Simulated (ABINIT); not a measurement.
# Converging GW for ZnSe (Stilleite) in ABINIT

Wanted: a converged G0W0 gap of ZnSe (Stilleite), or an estimate of the limit.

Calculated with ABINIT 10.8.3; LDA and many-body steps on it, plane waves.

### 1. The starting structure

It takes space group F-43m (No. 216, cubic). Conventional cell: a = 5.668 Å, b = 5.668 Å, c = 5.668 Å, α = 90.00°, β = 90.00°, γ = 90.00°. Zn has 4 Se at 2.45 Å nearest. Nearest to Se lie 4 Zn at 2.45 Å. Farther neighbours and most contacts between anions are not listed.

Structure file:

```cif
data_structure
_symmetry_space_group_name_H-M 'F-43m'
_symmetry_Int_Tables_number 216
_cell_length_a 5.6676
_cell_length_b 5.6676
_cell_length_c 5.6676
_cell_angle_alpha 90.000
_cell_angle_beta 90.000
_cell_angle_gamma 90.000
_cell_volume 182.05
loop_
_atom_site_label
_atom_site_type_symbol
_atom_site_symmetry_multiplicity
_atom_site_Wyckoff_symbol
_atom_site_fract_x
_atom_site_fract_y
_atom_site_fract_z
_atom_site_occupancy
Zn1 Zn 4 a 0.00000 0.00000 0.00000 1
Se1 Se 4 d 0.25000 0.25000 0.75000 1
```

The cell and positions come from the Crystallography Open Database and are kept as given unless a step says otherwise.

### 2. Empty states on the mesh, 4×4×4 mesh, 856 bands

This step: ABINIT 10.8.3; DFT, LDA, plane waves, norm-conserving pseudopotentials.

The sums over transitions need many empty states on a uniform mesh; this step solves for them.

Contents of run.abi:

```
acell 3*1.0 Angstrom
rprim 
  -0.000000000000 2.833800000000 2.833800000000
  2.833800000000 -0.000000000000 2.833800000000
  2.833800000000 2.833800000000 0.000000000000
ntypat 2
znucl 30 34
natom 2
typat 1 2
xred 
  0.000000000000 0.000000000000 0.000000000000
  0.250000000000 0.250000000000 0.250000000000
pp_dirpath "pseudos"
pseudos "Zn.upf, Se.upf"
ecut 48
ngkpt 4 4 4
nshiftk 1
shiftk 0 0 0
kptopt 1
chksymbreak 0
irdden 1
istwfk *1
nband 856
prtvol 0
optdriver 6
gwr_task "HDIAGO"
paral_kgb 0
occopt 1
indata_prefix "in"
outdata_prefix "out"
tmpdata_prefix "tmp"
```

On the command line:

```bash
> OMP_NUM_THREADS=1 mpirun -n 4 abinit run.abi > log
```

What it wrote:

```text
.Version 10.8.3 of ABINIT. v10.8.2 released Aug 2026.

 Symmetries : space group F-4 3 m (#216); Bravais cF (face-center cubic)
[... echo of the input left out ...]
== DATASET  1 ==================================================================
-   mpi_nproc: 4, omp_nthreads: 1 (-1 if OMP is not activated)

--- !DatasetInfo
iteration_state: {dtset: 1, }
dimensions: {natom: 2, nkpt: 8, mband: 856, nsppol: 1, nspinor: 1, nspden: 1, mpw: 4910, }
cutoff_energies: {ecut:  48.0, pawecutdg:  -1.0, }
[...]
Direct band gap semiconductor
 Fundamental gap:     1.028 (eV)
   VBM:     3.802 (eV) at k: [ 0.0000E+00,  0.0000E+00,  0.0000E+00]
   CBM:     4.829 (eV) at k: [ 0.0000E+00,  0.0000E+00,  0.0000E+00]
 Direct gap:         1.028 (eV) at k: [ 0.0000E+00,  0.0000E+00,  0.0000E+00]

== END DATASET(S) ==============================================================
================================================================================

 -outvars: echo values of variables after computation  --------
           etotal      0.0000000000E+00
            nband         856
             nkpt           8
          spgroup         216
 [... the other variables as echoed above ...]

 Calculation completed.
```

It took 2.4 min on 4 MPI ranks of Arm Neoverse V2, shared host; peak memory 5.6 GiB.

This step gave:

| Property | Result |
| --- | --- |
| gap | 1.028 eV |
| k of the valence top | 0, 0, 0 |
| k of the conduction bottom | 0, 0, 0 |
| least direct gap | 1.028 eV |
| k points computed | 8 |
| lowest point of the top converged band, above the valence top | 384.5213 eV |

On this mesh the gap is 1.028 eV.

The density comes from a self-consistent run that is not shown.

### 3. Screening, 4×4×4 mesh, 125 bands, screening to 125.2 eV

The RPA dielectric matrix is built and inverted for each q.

This step: RPA screening on LDA, plane waves, norm-conserving pseudopotentials.

Changes to run.abi since step 2:

```diff
@@ -20,10 +20,11 @@
 chksymbreak 0
-irdden 1
 istwfk *1
-nband 856
-prtvol 0
-optdriver 6
-gwr_task "HDIAGO"
-paral_kgb 0
 occopt 1
+irdwfk 1
+optdriver 3
+nband 125
+ecuteps 4.6
+inclvkb 2
+awtr 1
+symchi 1
 indata_prefix "in"
```

What it wrote:

```text
.Version 10.8.3 of ABINIT. v10.8.2 released Aug 2026.

 Symmetries : space group F-4 3 m (#216); Bravais cF (face-center cubic)
[... echo of the input left out ...]
== DATASET  1 ==================================================================
-   mpi_nproc: 4, omp_nthreads: 1 (-1 if OMP is not activated)

--- !DatasetInfo
iteration_state: {dtset: 1, }
dimensions: {natom: 2, nkpt: 8, mband: 125, nsppol: 1, nspinor: 1, nspden: 1, mpw: 4910, }
cutoff_energies: {ecut:  48.0, pawecutdg:  -1.0, }
electrons: {nelect:   4.40000000E+01, charge:   0.00000000E+00, occopt:   1.00000000E+00, tsmear:   1.00000000E-02, }

 SCREENING: Calculation of the susceptibility and dielectric matrices

 Based on a program developped by R.W. Godby, V. Olevano, G. Onida, and L. Reining.
 Incorporated in ABINIT by V. Olevano, G.-M. Rignanese, and M. Torrent.
.Using double precision arithmetic ; gwpc =  8

[... cell and pseudopotentials left out ...]
--------------------------------------------------------------------------------

 ==== K-mesh for the wavefunctions ====
 Number of points in the irreducible wedge :     8
[... list of points left out ...]
 Together with 24 symmetry operations and time-reversal symmetry
 yields    64 points in the full Brillouin Zone.

 ==== Q-mesh for the screening function ====
 Number of points in the irreducible wedge :     8
[... list of points left out ...]
 Together with 24 symmetry operations and time-reversal symmetry
 yields    64 points in the full Brillouin Zone.

 setmesh: FFT mesh size selected  =    32x   32x   32
          total number of points  =        32768

 vcoul_init : cutoff-mode = AUXILIARY_FUNCTION
 q-points for optical limit:   1
     1)      0.000010    0.000020    0.000030

- screening: taking advantage of time-reversal symmetry
- Maximum band index for partially occupied states nbvw = 22
- Remaining bands to be divided among processors   nbcw = 103
- Number of bands treated by each node ~25

 Number of electrons calculated from density =   44.0000; Expected =   44.0000
 average of density, n =  0.143258
 r_s =    1.1856
 omega_plasma =   36.5103 [eV]

 calculating chi0 at frequencies [eV] :
  1    0.000000E+00    0.000000E+00
  2    0.000000E+00    3.651025E+01

--------------------------------------------------------------------------------
  q-point number  1        q = ( 0.000000, 0.000000, 0.000000) [r.l.u.]
--------------------------------------------------------------------------------
[... chi0 elements left out ...]
 For q-point:  0.000010 0.000020 0.000030
  dielectric constant =  19.5487
  dielectric constant without local fields =  20.6467

  Average fulfillment of the sum rule on Im[epsilon] for q-point    1 :     38.53  [%]
[... wings left out ...]
  q-point number  2        q = ( 0.250000, 0.000000, 0.000000) [r.l.u.]
--------------------------------------------------------------------------------
[... chi0 elements left out ...]
  Average fulfillment of the sum rule on Im[epsilon] for q-point    2 :     45.08  [%]

 [... 6 further q-points ...]
```

Elapsed: 43 s, on 4 MPI ranks; peak memory 1.2 GiB; 2.9 min of CPU time.

This step gave:

- ε∞ with local fields, on this mesh, along the program's q direction: 19.55
- the same without local fields: 20.65
- plasma frequency: 36.51 eV
- plane waves in the screening matrix: 137

Local fields lower ε∞ by 5 %. On a Γ-centred mesh this coarse the value itself is usually too large, while a short band sum pulls it down.

### 4. 125 bands, 125.2 eV

The self-energy is evaluated for the states that the input lists, and the levels follow from it, in one-shot runs by the linearised quasiparticle equation.

This step: G0W0 on LDA, plane waves, norm-conserving pseudopotentials.

Changes to run.abi since step 3:

```diff
@@ -23,8 +23,19 @@
 irdwfk 1
-optdriver 3
+optdriver 4
 nband 125
+gwcalctyp 0
+ecutsigx 48
+symsigma 1
+nkptgw 3
+kptgw 
+  0.0000000000 0.0000000000 0.0000000000
+  0.5000000000 0.0000000000 0.0000000000
+  0.5000000000 0.5000000000 0.0000000000
+bdgw 
+  20 26
+  21 25
+  21 24
 ecuteps 4.6
-inclvkb 2
-awtr 1
-symchi 1
+irdscr 1
+ppmodel 1
 indata_prefix "in"
```

What it wrote:

```text
.Version 10.8.3 of ABINIT. v10.8.2 released Aug 2026.

 Symmetries : space group F-4 3 m (#216); Bravais cF (face-center cubic)
[... echo of the input left out ...]
== DATASET  1 ==================================================================
-   mpi_nproc: 4, omp_nthreads: 1 (-1 if OMP is not activated)

--- !DatasetInfo
iteration_state: {dtset: 1, }
dimensions: {natom: 2, nkpt: 8, mband: 125, nsppol: 1, nspinor: 1, nspden: 1, mpw: 4910, }
cutoff_energies: {ecut:  48.0, pawecutdg:  -1.0, }
electrons: {nelect:   4.40000000E+01, charge:   0.00000000E+00, occopt:   1.00000000E+00, tsmear:   1.00000000E-02, }

 SIGMA: Calculation of the GW corrections

 Based on a program developped by R.W. Godby, V. Olevano, G. Onida, and L. Reining.
 Incorporated in ABINIT by V. Olevano, G.-M. Rignanese, and M. Torrent.
.Using double precision arithmetic ; gwpc =  8

[... cell and pseudopotentials left out ...]
--------------------------------------------------------------------------------

 ==== K-mesh for the wavefunctions ====
 Number of points in the irreducible wedge :     8
[... list of points left out ...]
 Together with 24 symmetry operations and time-reversal symmetry
 yields    64 points in the full Brillouin Zone.

 ==== Q-mesh for screening function ====
 Number of points in the irreducible wedge :     8
[... list of points left out ...]
 Together with 24 symmetry operations and time-reversal symmetry
 yields    64 points in the full Brillouin Zone.

 vcoul_init : cutoff-mode = AUXILIARY_FUNCTION
 q-points for optical limit:   1
     1)      0.000010    0.000020    0.000030
 setmesh: FFT mesh size selected  =    48x   48x   48
          total number of points  =       110592

 Number of electrons calculated from density =   44.0000; Expected =   44.0000
 average of density, n =  0.143258
 r_s =    1.1856
 omega_plasma =   36.5103 [eV]

 === KS Band Gaps ===
  >>>> For spin  1
   Minimum direct gap =   1.0276 [eV], located at k-point      :   0.0000  0.0000  0.0000
   Fundamental gap    =   1.0276 [eV], Top of valence bands at :   0.0000  0.0000  0.0000
                                       Bottom of conduction at :   0.0000  0.0000  0.0000
 SIGMA fundamental parameters:
 PLASMON POLE MODEL  1
 number of plane-waves for SigmaX                 4909
 number of plane-waves for SigmaC and W            137
 number of plane-waves for wavefunctions          4909
 number of bands                                   125
 number of independent spin polarizations            1
 number of spinorial components                      1
 number of k-points in IBZ                           8
 number of q-points in IBZ                           8
 number of symmetry operations                      24
 number of k-points in BZ                           64
 number of q-points in BZ                           64
 number of frequencies for dSigma/dE                 9
 frequency step for dSigma/dE [eV]                0.25
 number of omega for Sigma on real axis              0
 max omega for Sigma on real axis  [eV]           0.00
 zcut for avoiding poles [eV]                     0.10

 EPSILON^-1 parameters (SCR file):
 dimension of the eps^-1 matrix on file            137
 dimension of the eps^-1 matrix used               137
 number of plane-waves for wavefunctions          4909
 number of bands                                   125
 number of q-points in IBZ                           8
 number of frequencies                               2
 number of real frequencies                          1
 number of imag frequencies                          1

 matrix elements of self-energy operator (all in [eV])

 Perturbative Calculation

--- !SelfEnergy_ee
iteration_state: {dtset: 1, }
kpoint     : [   0.000,    0.000,    0.000, ]
spin       : 1
KS_gap     :    1.028
QP_gap     :    1.985
Delta_QP_KS:    0.958
data: !SigmaeeData |
     Band     E0 <VxcDFT>   SigX SigC(E0)      Z dSigC/dE  Sig(E)    E-E0       E
       20   3.802 -17.355 -19.743   2.035   0.799  -0.252 -17.637  -0.282   3.519
       21   3.802 -17.355 -19.743   2.035   0.799  -0.252 -17.637  -0.282   3.519
       22   3.802 -17.355 -19.743   2.035   0.799  -0.252 -17.637  -0.282   3.519
       23   4.829 -13.539  -8.957  -3.753   0.815  -0.227 -12.864   0.675   5.504
       24   9.519 -11.485  -6.276  -4.434   0.811  -0.233 -10.856   0.629  10.148
       25   9.519 -11.485  -6.276  -4.434   0.811  -0.233 -10.856   0.629  10.148
[...]
--- !SelfEnergy_ee
iteration_state: {dtset: 1, }
kpoint     : [   0.500,    0.000,    0.000, ]
spin       : 1
KS_gap     :    3.225
QP_gap     :    4.226
Delta_QP_KS:    1.001
data: !SigmaeeData |
     Band     E0 <VxcDFT>   SigX SigC(E0)      Z dSigC/dE  Sig(E)    E-E0       E
[...]
--- !SelfEnergy_ee
iteration_state: {dtset: 1, }
kpoint     : [   0.500,    0.500,    0.000, ]
spin       : 1
KS_gap     :    5.014
QP_gap     :    5.828
Delta_QP_KS:    0.814
data: !SigmaeeData |
     Band     E0 <VxcDFT>   SigX SigC(E0)      Z dSigC/dE  Sig(E)    E-E0       E
[...]
22   1.602 -14.260 -17.160   2.287   0.792  -0.262 -14.746  -0.486   1.116
       23   6.616 -10.365  -6.191  -3.776   0.823  -0.214 -10.037   0.328   6.944
       24   7.127 -12.503  -7.916  -3.908   0.815  -0.227 -11.949   0.554   7.681

== END DATASET(S) ==============================================================
================================================================================

 -outvars: echo values of variables after computation  --------
           etotal      0.0000000000E+00
            nband         125
             nkpt           8
          spgroup         216
 [... the other variables as echoed above ...]

 Calculation completed.
```

It took 9.4 s on 4 MPI ranks; peak memory 1 GiB; 37 s of CPU time.

Numbers from this step:

- G0W0 gap on the points computed: 1.985 eV
- starting gap on the mesh: 1.028 eV
- k of the valence top: 0, 0, 0
- k of the conduction bottom: 0, 0, 0
- Z at the valence top: 0.799
- Z at the conduction bottom: 0.815
- least direct G0W0 gap on the computed points: 1.985 eV

The gap on the mesh goes from 1.03 eV to 1.98 eV, a correction of +0.96 eV.

### 5. Screening, 4×4×4 mesh, 185 bands, screening to 170.3 eV

This step: RPA screening on LDA, plane waves, norm-conserving pseudopotentials.

Changes to run.abi since step 4:

```diff
@@ -23,19 +23,8 @@
 irdwfk 1
-optdriver 4
-nband 125
-gwcalctyp 0
-ecutsigx 48
-symsigma 1
-nkptgw 3
-kptgw 
-  0.0000000000 0.0000000000 0.0000000000
-  0.5000000000 0.0000000000 0.0000000000
-  0.5000000000 0.5000000000 0.0000000000
-bdgw 
-  20 26
-  21 25
-  21 24
-ecuteps 4.6
-irdscr 1
-ppmodel 1
+optdriver 3
+nband 185
+ecuteps 6.26
+inclvkb 2
+awtr 1
+symchi 1
 indata_prefix "in"
```

What it wrote:

```text
.Version 10.8.3 of ABINIT. v10.8.2 released Aug 2026.

 Symmetries : space group F-4 3 m (#216); Bravais cF (face-center cubic)
[... echo of the input left out ...]
== DATASET  1 ==================================================================
-   mpi_nproc: 4, omp_nthreads: 1 (-1 if OMP is not activated)

--- !DatasetInfo
iteration_state: {dtset: 1, }
dimensions: {natom: 2, nkpt: 8, mband: 185, nsppol: 1, nspinor: 1, nspden: 1, mpw: 4910, }
cutoff_energies: {ecut:  48.0, pawecutdg:  -1.0, }
electrons: {nelect:   4.40000000E+01, charge:   0.00000000E+00, occopt:   1.00000000E+00, tsmear:   1.00000000E-02, }

 SCREENING: Calculation of the susceptibility and dielectric matrices

 Based on a program developped by R.W. Godby, V. Olevano, G. Onida, and L. Reining.
 Incorporated in ABINIT by V. Olevano, G.-M. Rignanese, and M. Torrent.
.Using double precision arithmetic ; gwpc =  8

[... cell and pseudopotentials left out ...]
--------------------------------------------------------------------------------

 ==== K-mesh for the wavefunctions ====
 Number of points in the irreducible wedge :     8
[... list of points left out ...]
 Together with 24 symmetry operations and time-reversal symmetry
 yields    64 points in the full Brillouin Zone.

 ==== Q-mesh for the screening function ====
 Number of points in the irreducible wedge :     8
[... list of points left out ...]
 Together with 24 symmetry operations and time-reversal symmetry
 yields    64 points in the full Brillouin Zone.

 setmesh: FFT mesh size selected  =    32x   32x   32
          total number of points  =        32768

 vcoul_init : cutoff-mode = AUXILIARY_FUNCTION
 q-points for optical limit:   1
     1)      0.000010    0.000020    0.000030

- screening: taking advantage of time-reversal symmetry
- Maximum band index for partially occupied states nbvw = 22
- Remaining bands to be divided among processors   nbcw = 163
- Number of bands treated by each node ~40

 Number of electrons calculated from density =   44.0000; Expected =   44.0000
 average of density, n =  0.143258
 r_s =    1.1856
 omega_plasma =   36.5103 [eV]

 calculating chi0 at frequencies [eV] :
  1    0.000000E+00    0.000000E+00
  2    0.000000E+00    3.651025E+01

--------------------------------------------------------------------------------
  q-point number  1        q = ( 0.000000, 0.000000, 0.000000) [r.l.u.]
--------------------------------------------------------------------------------
[... chi0 elements left out ...]
 For q-point:  0.000010 0.000020 0.000030
  dielectric constant =  19.5685
  dielectric constant without local fields =  20.6567

  Average fulfillment of the sum rule on Im[epsilon] for q-point    1 :     49.84  [%]
[... wings left out ...]
  q-point number  2        q = ( 0.250000, 0.000000, 0.000000) [r.l.u.]
--------------------------------------------------------------------------------
[... chi0 elements left out ...]
  Average fulfillment of the sum rule on Im[epsilon] for q-point    2 :     57.45  [%]

 [... 6 further q-points ...]
```

The job ended after 83 s (4 MPI ranks; peak memory 1.5 GiB).

This step gave:

| Item | Value |
| --- | --- |
| ε∞ with local fields, on this mesh, along the program's q direction | 19.57 |
| the same without local fields | 20.66 |
| plasma frequency | 36.51 eV |
| plane waves in the screening matrix | 259 |

(Part 1 of 2 ends here.)

[Paths, hosts, dates, memory and timing lines, banners, echoed tables and standing remarks are left out of the program output.]

[Logs are printed without paths, hosts, clocks, repeated set-up lines and the standing remarks that a program may print on its own settings, such as how far it seeks lower states.]

[Runs of the session that timed out or met a known fault of the program may be left out.]

[Hosts, paths, dates, database ids (printed as entryN), source tags and the programs' standing remarks are cut or masked in the printed files.]

[G0W0 gaps are taken among the corrected bands and points alone; a level outside them can change the order at an edge.]

[Where Ansatz stands beside ABINIT at settings called matched, ABINIT's density can come from a denser mesh and the files from another edition; pairs whose starting gaps differed by over 0.03 eV were left out, so agreement reads better than it is.]
